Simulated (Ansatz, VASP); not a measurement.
## Ta in VASP and in Ansatz

```
Ta
1.0
     4.85502    0.00000    0.00000
    -2.42751    4.20457    0.00000
     0.00000    0.00000    2.71689
Ta
3
Direct
  0.00000 0.00000 0.00000
  0.33333 0.66667 0.50000
  0.66667 0.33333 0.50000
```

Alike in both runs: task single point; functional BLYP; k mesh 8 × 8 × 13; occupations fermi-dirac, width 0.1 eV; no spin polarisation.

```csv
,VASP,Ansatz
version,VASP 6.6.1,Ansatz 0.2.0
potentials or method,"VASP PAW PBE potentials, release 64 (Ta_pv)","plane waves (420 eV) with PAW, scalar-relativistic"
plane-wave cutoff (eV),520,420
valence electrons in the cell,33,39
```

|  | VASP | Ansatz | Ansatz less VASP |
| --- | --- | --- | --- |
| pressure (GPa) | 8.5 | 7.5 | -1.00 |
| largest component of the traceless stress (GPa) | 0.33 | 0.24 | -0.087 |

The two sets of potentials don't hold the same shells in valence.

Caveats: the PAW data sets were made with another functional, which shifts forces and pressure a little (VASP). Spin-orbit coupling is left out, which matters for the levels of Ta.
